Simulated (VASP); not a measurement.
A run of VASP 6.6.1:

INCAR

```
  PREC = Accurate
  ENCUT = 520
  EDIFF = 1E-8
  ISMEAR = 0
  SIGMA = 0.02
  LREAL = False
  LASPH = True
  NELM = 60
  ALGO = Fast
  ISIF = 2
  LWAVE = False
  LCHARG = False
  GGA = CA
  LEPSILON = True
  KPAR = 4
```

Contents of KPOINTS:

```
regular mesh
0
Gamma
  6 6 4
```

The input POSCAR:

```
SnSe
1.0
    4.2853274191      0.0000000000      0.0000000000
    0.0000000000      4.2853274191      0.0000000000
    0.0000000000      0.0000000000     10.9906921300
Sn Se
2 2
Direct
    0.0000000000      0.5000000000      0.6277708900
    0.5000000000      0.0000000000      0.3722291100
    0.0000000000      0.5000000000      0.3839605100
    0.5000000000      0.0000000000      0.6160394900
```

Potentials or basis: VASP PAW LDA potentials, release 64 (Sn_d, Se).

Launch:

```sh
$ cat potpaw_LDA.64/Sn_d/POTCAR potpaw_LDA.64/Se/POTCAR > POTCAR
$ mpirun -np 4 vasp_std > vasp.out
```

Hardware: 4 MPI ranks on Intel(R) Xeon(R) Platinum 8488C (Sapphire Rapids), with other jobs on the host.

Task: Estimate the wall time of this run.

Result: Run time: 5.9 min on 4 MPI ranks on Intel(R) Xeon(R) Platinum 8488C (Sapphire Rapids) (shared host), peak memory 0.67 GiB a rank. Counts: scf iterations 174, k points 30.
